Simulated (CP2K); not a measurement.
# PBE/SZV on Si: a test of settings

Aim: start from a run with usual settings and see what each changed setting does to the results.

Computed with CP2K 2026.2 (PBE/SZV, atoms fixed, no spin polarisation, unless a step's input says otherwise).

## (1) The structure to begin with

The structure is hexagonal, space group P6_3/mmc (No. 194). Conventional cell: a = 3.832 Å, b = 3.832 Å, c = 6.341 Å, α = 90.00°, β = 90.00°, γ = 120.00°. Around Si (site symmetry 3m) lie 4 Si at 2.35 to 2.37 Å.

As a file:

```xyz
4
Lattice="3.8321 0.0000 0.0000 -1.9161 3.3187 0.0000 0.0000 0.0000 6.3412" Properties=species:S:1:pos:R:3 pbc="T T T"
Si    0.0000    2.2125    0.3999
Si    1.9161    1.1062    3.5705
Si    0.0000    2.2125    2.7707
Si    1.9161    1.1062    5.9414
```

The structure type (database structure) is imposed and need not be the compound's stable one.

## (2) The reference run

A small atomic basis brings errors of its own in gap and pressure, and the grid adds noise to the pressure.

Contents of run.inp:

```
&GLOBAL
 PROJECT run
 RUN_TYPE ENERGY_FORCE
 PRINT_LEVEL LOW
&END GLOBAL
&FORCE_EVAL
 METHOD QS
 STRESS_TENSOR ANALYTICAL
 &DFT
  BASIS_SET_FILE_NAME BASIS_MOLOPT
  POTENTIAL_FILE_NAME GTH_POTENTIALS
  &QS
   EXTRAPOLATION USE_GUESS
  &END QS
  &MGRID
   CUTOFF 350
   REL_CUTOFF 50
  &END MGRID
  &XC
   &XC_FUNCTIONAL PBE
   &END XC_FUNCTIONAL
  &END XC
  &KPOINTS
   SCHEME MONKHORST-PACK 5 5 3
   SYMMETRY F
   FULL_GRID F
  &END KPOINTS
  &SCF
   ADDED_MOS 10
   EPS_SCF 1e-6
   MAX_SCF 80
   &DIAGONALIZATION
   &END DIAGONALIZATION
   &MIXING
    METHOD BROYDEN_MIXING
    ALPHA 0.3
   &END MIXING
   &SMEAR
    METHOD FERMI_DIRAC
    ELECTRONIC_TEMPERATURE [K] 232
   &END SMEAR
   &PRINT
    &ITERATION_INFO
    &END ITERATION_INFO
   &END PRINT
  &END SCF
  &PRINT
   &BAND_STRUCTURE
    FILE_NAME bands.bs
    ADDED_MOS 6
    &KPOINT_SET
     UNITS B_VECTOR
     SPECIAL_POINT 0.00000000 0.00000000 0.00000000
     NPOINTS 0
    &END KPOINT_SET
    &KPOINT_SET
     UNITS B_VECTOR
     SPECIAL_POINT 0.50000000 0.00000000 0.00000000
     NPOINTS 0
    &END KPOINT_SET
    &KPOINT_SET
     UNITS B_VECTOR
     SPECIAL_POINT 0.33333333 0.33333333 0.00000000
     NPOINTS 0
    &END KPOINT_SET
    &KPOINT_SET
     UNITS B_VECTOR
     SPECIAL_POINT 0.00000000 0.00000000 0.50000000
     NPOINTS 0
    &END KPOINT_SET
    &KPOINT_SET
     UNITS B_VECTOR
     SPECIAL_POINT 0.50000000 0.00000000 0.50000000
     NPOINTS 0
    &END KPOINT_SET
    &KPOINT_SET
     UNITS B_VECTOR
     SPECIAL_POINT 0.33333333 0.33333333 0.50000000
     NPOINTS 0
    &END KPOINT_SET
    &KPOINT_SET
     UNITS B_VECTOR
     SPECIAL_POINT 0.00000000 0.50000000 0.00000000
     NPOINTS 0
    &END KPOINT_SET
   &END BAND_STRUCTURE
  &END PRINT
 &END DFT
 &SUBSYS
  &CELL
   A 3.83211679 0.00000000 0.00000000
   B -1.91605840 3.31871049 0.00000000
   C 0.00000000 0.00000000 6.34123869
  &END CELL
  &COORD
   SCALED
   Si 0.33333333 0.66666667 0.06306124
   Si 0.66666667 0.33333333 0.56306124
   Si 0.33333333 0.66666667 0.43693876
   Si 0.66666667 0.33333333 0.93693876
  &END COORD
  &KIND Si
   BASIS_SET SZV-MOLOPT-SR-GTH
   POTENTIAL GTH-PBE
  &END KIND
 &END SUBSYS
 &PRINT
  &STRESS_TENSOR
  &END STRESS_TENSOR
  &FORCES
  &END FORCES
 &END PRINT
&END FORCE_EVAL
```

Started as:

```
cp2k.psmp -i run.inp
```

What it wrote, shortened:

```text
[...]
 CP2K| version string:                                       CP2K version 2026.2
[...]
                             - Atoms:                                          4
[...]
                             - Spherical basis functions:                     16
[...]
 Number of electrons:                                                         16
[...]
     1 NoMix/Diag. 0.30E+00    0.2     0.95413740       -15.5942647052 -1.56E+01
[...]
     8 Broy./Diag. 0.30E+00    0.3     0.00000006       -15.6454862579  1.23E-06
  *** SCF run converged in     8 steps ***
[...]
  Overlap energy of the core charge distribution:               0.00000000002379
  Self energy of the core charge distribution:                -41.03196971256410
  Core Hamiltonian energy:                                      8.88993862143969
  Hartree energy:                                              21.31420561840806
  Exchange-correlation energy:                                 -4.81766078523511
  Electronic entropic energy:                                  -0.00000000000000
  Fermi energy:                                                 0.28448634321122
  Total energy:                                               -15.64548625792767
  Total energy (extrapolated to T->0):                        -15.64548625792767
[...]
 ENERGY| Total FORCE_EVAL ( QS ) energy [hartree]            -15.645486191858520
 FORCES| Atomic forces [hartree/bohr]
 FORCES|   Atom     x               y               z               |f|
 FORCES|      1  1.16536544E-08  8.26731375E-08  1.80583037E-03   1.80583037E-03
 FORCES|      2 -1.16536652E-08 -8.35652461E-08  1.80590905E-03   1.80590905E-03
 FORCES|      3  1.16536680E-08  8.23380977E-08 -1.80582799E-03   1.80582799E-03
 FORCES|      4 -1.16536547E-08 -8.14461032E-08 -1.80591143E-03   1.80591143E-03
 FORCES| Sum     2.42331489E-15 -1.14019087E-13  4.80188805E-13
 FORCES| Total atomic force                                       4.93545857E-13
 STRESS| Analytical stress tensor [bar]
 STRESS|                        x                   y                   z
 STRESS|      x        5.96267720191E+04  -4.76266576379E-02  -5.42858699498E-09
 STRESS|      y       -4.76266576379E-02   5.96272424467E+04  -2.72450339281E-03
 STRESS|      z       -5.42858699498E-09  -2.72450339281E-03   4.96801328182E+04
 STRESS| 1/3 Trace                                             5.63113824280E+04
 STRESS| Determinant                                           1.76631750196E+14
[...]
```

It took 3.2 s on 2 threads of Arm Neoverse V1, shared host; peak memory 0.22 GiB.

Gap 2.78 eV; pressure 5.6 GPa.

## (3) Change: KPOINTS = 4x4x4

run.inp, as its differences from that of step 2:

```diff
@@ -23,3 +23,3 @@
   &KPOINTS
-   SCHEME MONKHORST-PACK 5 5 3
+   SCHEME MONKHORST-PACK 4 4 4
    SYMMETRY F
```

Started as:

```
cp2k.psmp -i run.inp
```

What it wrote, shortened:

```text
[...]
 CP2K| version string:                                       CP2K version 2026.2
[...]
                             - Atoms:                                          4
[...]
                             - Spherical basis functions:                     16
[...]
 Number of electrons:                                                         16
[...]
     1 NoMix/Diag. 0.30E+00    0.2     0.94224083       -15.5942647052 -1.56E+01
[...]
     8 Broy./Diag. 0.30E+00    0.3     0.00000020       -15.6490705547  1.92E-07
  *** SCF run converged in     8 steps ***
[...]
  Overlap energy of the core charge distribution:               0.00000000002379
  Self energy of the core charge distribution:                -41.03196971256410
  Core Hamiltonian energy:                                      8.88161735713140
  Hartree energy:                                              21.31725400207886
  Exchange-correlation energy:                                 -4.81597220136527
  Electronic entropic energy:                                  -0.00000000000000
  Fermi energy:                                                 0.27276087489443
  Total energy:                                               -15.64907055469532
  Total energy (extrapolated to T->0):                        -15.64907055469532
[...]
 ENERGY| Total FORCE_EVAL ( QS ) energy [hartree]            -15.649072727486036
 FORCES| Atomic forces [hartree/bohr]
 FORCES|   Atom     x               y               z               |f|
 FORCES|      1  1.90957099E-04 -1.10155622E-04  1.59783084E-03   1.61296692E-03
 FORCES|      2 -1.90956980E-04  1.10154772E-04  1.59790617E-03   1.61304147E-03
 FORCES|      3  1.90956803E-04 -1.10155941E-04 -1.59782851E-03   1.61296459E-03
 FORCES|      4 -1.90956922E-04  1.10156790E-04 -1.59790850E-03   1.61304391E-03
 FORCES| Sum    -1.71571091E-13 -7.64232427E-14  7.33088937E-13
 FORCES| Total atomic force                                       7.56767164E-13
[...]
```

It took 3 s on 2 threads of Arm Neoverse V1, shared host; peak memory 0.22 GiB.

Against the reference run the gap moves by 0.00 eV and the energy by -24.4 meV/atom.

## (4) Change: CUTOFF = 280

run.inp, as its differences from that of step 3:

```diff
@@ -15,3 +15,3 @@
   &MGRID
-   CUTOFF 350
+   CUTOFF 280
    REL_CUTOFF 50
@@ -23,3 +23,3 @@
   &KPOINTS
-   SCHEME MONKHORST-PACK 4 4 4
+   SCHEME MONKHORST-PACK 5 5 3
    SYMMETRY F
```

Started as:

```
cp2k.psmp -i run.inp
```

What it wrote, shortened:

```text
[...]
 CP2K| version string:                                       CP2K version 2026.2
[...]
                             - Atoms:                                          4
[...]
                             - Spherical basis functions:                     16
[...]
 Number of electrons:                                                         16
[...]
     1 NoMix/Diag. 0.30E+00    0.2     0.95410518       -15.5942682727 -1.56E+01
[...]
     8 Broy./Diag. 0.30E+00    0.3     0.00000006       -15.6454862242  1.23E-06
  *** SCF run converged in     8 steps ***
[...]
  Overlap energy of the core charge distribution:               0.00000000002379
  Self energy of the core charge distribution:                -41.03196971256410
  Core Hamiltonian energy:                                      8.88993865405813
  Hartree energy:                                              21.31420559604219
  Exchange-correlation energy:                                 -4.81766076172655
  Electronic entropic energy:                                  -0.00000000000000
  Fermi energy:                                                 0.28448630236193
  Total energy:                                               -15.64548622416654
  Total energy (extrapolated to T->0):                        -15.64548622416654
[...]
 ENERGY| Total FORCE_EVAL ( QS ) energy [hartree]            -15.645486159919360
 FORCES| Atomic forces [hartree/bohr]
 FORCES|   Atom     x               y               z               |f|
 FORCES|      1  1.05922690E-08  8.32858908E-08  1.80588444E-03   1.80588444E-03
 FORCES|      2 -1.05922626E-08 -8.41778841E-08  1.80596305E-03   1.80596305E-03
 FORCES|      3  1.05922637E-08  8.29508819E-08 -1.80588199E-03   1.80588199E-03
 FORCES|      4 -1.05922701E-08 -8.20587497E-08 -1.80596550E-03   1.80596550E-03
 FORCES| Sum    -9.61878704E-20  1.38928850E-13 -1.16791993E-13
 FORCES| Total atomic force                                       1.81498195E-13
[...]
```

It took 3.2 s on 2 threads of Arm Neoverse V1, shared host; peak memory 0.2 GiB.

Against the reference run the gap moves by 0.00 eV and the energy by 0.0 meV/atom.

## (5) Change: ALPHA = 0.6

run.inp, as its differences from that of step 4:

```diff
@@ -15,3 +15,3 @@
   &MGRID
-   CUTOFF 280
+   CUTOFF 350
    REL_CUTOFF 50
@@ -35,3 +35,3 @@
     METHOD BROYDEN_MIXING
-    ALPHA 0.3
+    ALPHA 0.6
    &END MIXING
```

Started as:

```
cp2k.psmp -i run.inp
```

What it wrote, shortened:

```text
[...]
 CP2K| version string:                                       CP2K version 2026.2
[...]
                             - Atoms:                                          4
[...]
                             - Spherical basis functions:                     16
[...]
 Number of electrons:                                                         16
[...]
     1 NoMix/Diag. 0.60E+00    0.2     0.95413740       -15.5942647052 -1.56E+01
[...]
     7 Broy./Diag. 0.60E+00    0.3     0.00000036       -15.6454864994 -1.93E-05
  *** SCF run converged in     7 steps ***
[...]
  Overlap energy of the core charge distribution:               0.00000000002379
  Self energy of the core charge distribution:                -41.03196971256410
  Core Hamiltonian energy:                                      8.88993842740258
  Hartree energy:                                              21.31420593858265
  Exchange-correlation energy:                                 -4.81766115281888
  Electronic entropic energy:                                  -0.00000000000000
  Fermi energy:                                                 0.28448632911149
  Total energy:                                               -15.64548649937396
  Total energy (extrapolated to T->0):                        -15.64548649937396
[...]
 ENERGY| Total FORCE_EVAL ( QS ) energy [hartree]            -15.645486191858584
 FORCES| Atomic forces [hartree/bohr]
 FORCES|   Atom     x               y               z               |f|
 FORCES|      1  1.16536885E-08  8.26722044E-08  1.80581274E-03   1.80581274E-03
 FORCES|      2 -1.16536979E-08 -8.35643090E-08  1.80589194E-03   1.80589194E-03
 FORCES|      3  1.16537009E-08  8.23373685E-08 -1.80581036E-03   1.80581036E-03
 FORCES|      4 -1.16536869E-08 -8.14453767E-08 -1.80589432E-03   1.80589432E-03
 FORCES| Sum     4.58874998E-15 -1.12813189E-13  4.83058038E-13
 FORCES| Total atomic force                                       4.96077555E-13
[...]
```

It took 2.9 s on 2 threads of Arm Neoverse V1, shared host; peak memory 0.22 GiB.

Against the reference run the gap moves by 0.00 eV and the energy by 0.0 meV/atom.

## (6) Change: XC_FUNCTIONAL = OLYP

run.inp, as its differences from that of step 5:

```diff
@@ -19,3 +19,3 @@
   &XC
-   &XC_FUNCTIONAL PBE
+   &XC_FUNCTIONAL OLYP
    &END XC_FUNCTIONAL
@@ -35,3 +35,3 @@
     METHOD BROYDEN_MIXING
-    ALPHA 0.6
+    ALPHA 0.3
    &END MIXING
```

Started as:

```
cp2k.psmp -i run.inp
```

What it wrote, shortened:

```text
[...]
 CP2K| version string:                                       CP2K version 2026.2
[...]
                             - Atoms:                                          4
[...]
                             - Spherical basis functions:                     16
[...]
 Number of electrons:                                                         16
[...]
     1 NoMix/Diag. 0.30E+00    0.2     0.94606060       -15.5158366163 -1.55E+01
[...]
     8 Broy./Diag. 0.30E+00    0.3     0.00000009       -15.5649219332  4.68E-06
  *** SCF run converged in     8 steps ***
[...]
  Overlap energy of the core charge distribution:               0.00000000002379
  Self energy of the core charge distribution:                -41.03196971256410
  Core Hamiltonian energy:                                      8.89729202120976
  Hartree energy:                                              21.30832270222839
  Exchange-correlation energy:                                 -4.73856694413330
  Electronic entropic energy:                                  -0.00000000000000
  Fermi energy:                                                 0.28576102321980
  Total energy:                                               -15.56492193323545
  Total energy (extrapolated to T->0):                        -15.56492193323545
[...]
 ENERGY| Total FORCE_EVAL ( QS ) energy [hartree]            -15.564921726420202
 FORCES| Atomic forces [hartree/bohr]
 FORCES|   Atom     x               y               z               |f|
 FORCES|      1  1.08978461E-08  8.59620101E-08  1.62523379E-03   1.62523379E-03
 FORCES|      2 -1.08978656E-08 -8.68414754E-08  1.62531463E-03   1.62531463E-03
 FORCES|      3  1.08978580E-08  8.56668422E-08 -1.62523141E-03   1.62523141E-03
 FORCES|      4 -1.08978552E-08 -8.47884672E-08 -1.62531700E-03   1.62531700E-03
 FORCES| Sum    -1.66961588E-14 -1.09022101E-12  4.84569676E-12
 FORCES| Total atomic force                                       4.96685390E-12
[...]
```

Wall time 3.3 s (2 threads of Arm Neoverse V1, shared host); peak memory 0.22 GiB.

Totals of another method or basis aren't compared here.

## (7) Change: EPS_SCF = 1e-9

run.inp, as its differences from that of step 6:

```diff
@@ -19,3 +19,3 @@
   &XC
-   &XC_FUNCTIONAL OLYP
+   &XC_FUNCTIONAL PBE
    &END XC_FUNCTIONAL
@@ -29,3 +29,3 @@
    ADDED_MOS 10
-   EPS_SCF 1e-6
+   EPS_SCF 1e-9
    MAX_SCF 80
```

Started as:

```
cp2k.psmp -i run.inp
```

What it wrote, shortened:

```text
[...]
 CP2K| version string:                                       CP2K version 2026.2
[...]
                             - Atoms:                                          4
[...]
                             - Spherical basis functions:                     16
[...]
 Number of electrons:                                                         16
[...]
     1 NoMix/Diag. 0.30E+00    0.2     0.95413740       -15.5942647052 -1.56E+01
[...]
    14 Broy./Diag. 0.30E+00    0.3     5.0583E-10       -15.6454861921 -1.70E-09
  *** SCF run converged in    14 steps ***
[...]
  Overlap energy of the core charge distribution:               0.00000000002379
  Self energy of the core charge distribution:                -41.03196971256410
  Core Hamiltonian energy:                                      8.88993856661521
  Hartree energy:                                              21.31420634450552
  Exchange-correlation energy:                                 -4.81766139065705
  Electronic entropic energy:                                  -0.00000000000000
  Fermi energy:                                                 0.28448632017328
  Total energy:                                               -15.64548619207662
  Total energy (extrapolated to T->0):                        -15.64548619207662
[...]
 ENERGY| Total FORCE_EVAL ( QS ) energy [hartree]            -15.645486191858593
 FORCES| Atomic forces [hartree/bohr]
 FORCES|   Atom     x               y               z               |f|
 FORCES|      1  1.16536604E-08  8.26719425E-08  1.80579986E-03   1.80579986E-03
 FORCES|      2 -1.16536704E-08 -8.35640464E-08  1.80587905E-03   1.80587906E-03
 FORCES|      3  1.16536720E-08  8.23371662E-08 -1.80579748E-03   1.80579748E-03
 FORCES|      4 -1.16536597E-08 -8.14451746E-08 -1.80588143E-03   1.80588144E-03
 FORCES| Sum     2.36973340E-15 -1.12264960E-13  4.76257922E-13
 FORCES| Total atomic force                                       4.89316508E-13
[...]
```

It took 5.5 s on 2 threads of Arm Neoverse V1, shared host; peak memory 0.22 GiB.

Against the reference run the gap moves by 0.00 eV and the energy by 0.0 meV/atom.

## (8) Change: MAX_SCF = 2

run.inp, as its differences from that of step 7:

```diff
@@ -29,4 +29,4 @@
    ADDED_MOS 10
-   EPS_SCF 1e-9
-   MAX_SCF 80
+   EPS_SCF 1e-6
+   MAX_SCF 2
    &DIAGONALIZATION
```

Started as:

```
cp2k.psmp -i run.inp
```

What it wrote:

```text
[... start of the log left out ...]
 * /| |                                                                        *
 *******************************************************************************

 ===== Routine Calling Stack =====

            4 scf_env_do_scf
            3 qs_energies
            2 qs_forces
            1 CP2K

Program received signal SIGABRT: Process abort signal.

Backtrace for this error:
#0  0x48b7da38f957 in ???
#1  0x48b7fac44cac in __pthread_kill_implementation
#2  0x48b7fabebfb7 in raise
#3  0x48b7fabd5d37 in abort
#4  0x48b7daa62d83 in ???
#5  0x48b7daa64297 in ???
#6  0x48b7db9399ab in ???
#7  0x48b7db943c7b in ???
#8  0x48b7db7b555b in ???
#9  0x48b7da644d13 in ???
#10  0x48b7da43a0cf in ???
#11  0x48b7dad1745f in ???
#12  0x48b7dad19d0b in ???
#13  0x48b7da430db3 in ???
#14  0x48b7da42ef13 in ???
#15  0x48b7fabd6573 in __libc_start_call_main
#16  0x48b7fabd6657 in __libc_start_main_impl
#17  0x48b7da42f06f in ???
#18  0xffffffffffffffff in ???
```

Wall time 1.5 s (2 threads of Arm Neoverse V1, shared host); peak memory 0.21 GiB.

The run did not converge: «SCF run NOT converged».

## (9) Results

| change | ends | gap (eV) | energy (meV/atom) | pressure (GPa) | time |
| --- | --- | --- | --- | --- | --- |
| none | converged | 2.78 | 0 | 5.6 | 3.2 s |
| KPOINTS = 4x4x4 | converged | 0.00 | -24.4 | -0.1 | 3 s |
| CUTOFF = 280 | converged | 0.00 | 0.0 | 0.0 | 3.2 s |
| ALPHA = 0.6 | converged | 0.00 | 0.0 | 0.0 | 2.9 s |
| XC_FUNCTIONAL = OLYP | converged | +0.01 | – | -0.8 | 3.3 s |
| EPS_SCF = 1e-9 | converged | 0.00 | 0.0 | 0.0 | 5.5 s |
| MAX_SCF = 2 | not converged | – | – | – | 1.5 s |

The first row holds values, the others changes from it. Keys are the program's: temperature in eV (tblite) or K (CP2K), cutoffs in Ry, CUTOFP in Å. Among the numerical settings, KPOINTS = 4x4x4 moves the energy most (-24.4 meV/atom). 1 of the 6 changes gave no result. The changed runs test settings; they are no properties of the crystal.
